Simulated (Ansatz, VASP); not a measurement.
# Two plane-wave programs on Ge

File INCAR:

```
SYSTEM = Ge
ALGO = Normal
EDIFF = 1E-7
ENCUT = 520
GGA = PS
ISIF = 2
ISMEAR = -1
LASPH = .TRUE.
LCHARG = .FALSE.
LREAL = .FALSE.
LWAVE = .FALSE.
NBANDS = 21
NELM = 80
PREC = Accurate
SIGMA = 0.05
```

Contents of KPOINTS:

```
k-points
0
G
  11 11 11
  0 0 0
```

POSCAR

```
Ge
1.0
   -2.5915398167      2.5915398167      1.4066673013
    2.5915398167     -2.5915398167      1.4066673013
    2.5915398167      2.5915398167     -1.4066673013
Ge
2
Direct
    0.5000000000      0.5000000000      0.0000000000
    0.2500000000      0.7500000000      0.5000000000
```

The input input.yaml:

```yaml
crystal:
  lattice:
    - [-2.5915398167, 2.5915398167, 1.4066673013]
    - [2.5915398167, -2.5915398167, 1.4066673013]
    - [2.5915398167, 2.5915398167, -1.4066673013]
  atoms:
    - { symbol: Ge, position: [0.5, 0.5, 0.0] }
    - { symbol: Ge, position: [0.25, 0.75, 0.5] }
hamiltonian:
  xc: pbesol
  pseudopotentials: { kind: paw }
kpoints:
  mp_grid: { grid: [11, 11, 11] }
scf:
  occupations: { method: fermi_dirac, width: 0.05 }
output:
  forces: true
  stress: true
  eigenvalues: true
```

Change from the starting cell: volume scaled by 1.02.

Alike in both runs: task single point; functional PBEsol; k mesh 11 × 11 × 11; occupations fermi-dirac, width 0.05 eV; no spin polarisation.

|  | VASP | Ansatz |
| --- | --- | --- |
| version | VASP 6.6.1 | Ansatz 0.2.0 |
| potentials or method | VASP PAW PBE potentials, release 64 (Ge_d) | Ansatz PAW |
| plane-wave cutoff (eV) | 520 | 420 |
| valence electrons in the cell | 28 | 28 |

VASP gave:

- gap on the k mesh at the Fermi level (eV): none
- pressure (GPa): -2.0
- largest component of the traceless stress (GPa): 0.21

Estimate Ansatz's values.

gap on the k mesh at the Fermi level (eV): none; pressure (GPa): -2.0; largest component of the traceless stress (GPa): 0.23.

A gap of «none» marks a metal or a gap that the smearing closes.

Caveats: the PAW data sets were made with another functional, which shifts forces and pressure a little (VASP); the PAW data sets come from PBE, with cores solved anew for the run's functional, which leaves a small shift of forces and pressure (Ansatz).
